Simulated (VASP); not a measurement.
**W: core levels with r2SCAN**

W:

```
W
1.0
     6.32938    0.00000    0.00000
     0.00000    6.32938    0.00000
     0.00000    0.00000    6.32938
W
16
Direct
  0.00000 0.00000 0.00000
  0.50000 0.00000 0.00000
  0.00000 0.50000 0.00000
  0.00000 0.00000 0.50000
  0.25000 0.25000 0.25000
  0.50000 0.50000 0.00000
  0.50000 0.00000 0.50000
  0.75000 0.25000 0.25000
  0.00000 0.50000 0.50000
  0.25000 0.75000 0.25000
  0.25000 0.25000 0.75000
  0.50000 0.50000 0.50000
  0.75000 0.75000 0.25000
  0.75000 0.25000 0.75000
  0.25000 0.75000 0.75000
  0.75000 0.75000 0.75000
```

| Property | Result |
| --- | --- |
| Program | VASP 6.6.1 |
| Task | core levels |
| Functional | r2SCAN |
| Potentials or basis | VASP PAW PBE potentials, release 64 (W_sv) |
| Cutoff | 520 eV |
| k mesh | 5 × 5 × 5 |
| Occupations | methfessel-paxton, width 0.1 eV |
| Spin | no spin polarisation |
| Further INCAR settings | ALGO = Normal; EDIFF = 1e-06 |

The pressure is 2.4 GPa and the band gap on the k mesh is none (metal or under the smearing width).

Levels at points of the mesh, in eV from the Fermi level:
| k point | band 110 | band 111 | band 112 | band 113 | band 114 | band 115 |
| --- | --- | --- | --- | --- | --- | --- |
| (0.00, 0.00, 0.00) | -0.66 | -0.66 | -0.66 | 0.46 | 0.46 | 0.46 |

Core levels (eV, on the scale of the bands):
```tsv
atom	levels
1 W	1s -69646.5, 2s -12047.8, 2p -10542.7, 3s -2780.9, 3p -2333.7, 3d -1820.8, 4s -572.1, 4p -424.5, 4d -237.0, 4f -28.3
2 W	1s -69646.5, 2s -12047.8, 2p -10542.7, 3s -2780.9, 3p -2333.7, 3d -1820.8, 4s -572.1, 4p -424.5, 4d -237.0, 4f -28.3
3 W	1s -69646.5, 2s -12047.8, 2p -10542.7, 3s -2780.9, 3p -2333.7, 3d -1820.8, 4s -572.1, 4p -424.5, 4d -237.0, 4f -28.3
4 W	1s -69646.5, 2s -12047.8, 2p -10542.7, 3s -2780.9, 3p -2333.7, 3d -1820.8, 4s -572.1, 4p -424.5, 4d -237.0, 4f -28.3
5 W	1s -69646.5, 2s -12047.8, 2p -10542.7, 3s -2780.9, 3p -2333.7, 3d -1820.8, 4s -572.1, 4p -424.5, 4d -237.0, 4f -28.3
6 W	1s -69646.5, 2s -12047.8, 2p -10542.7, 3s -2780.9, 3p -2333.7, 3d -1820.8, 4s -572.1, 4p -424.5, 4d -237.0, 4f -28.3
```

Run time: 4.2 min on 4 MPI ranks on Intel(R) Xeon(R) Platinum 8488C (Sapphire Rapids), with other jobs on the host, peak memory 0.5 GiB a rank.

Caveat: the PAW data sets were made with another functional, which shifts forces and pressure a little. The run has no spin-orbit coupling, so splittings on W are missing.
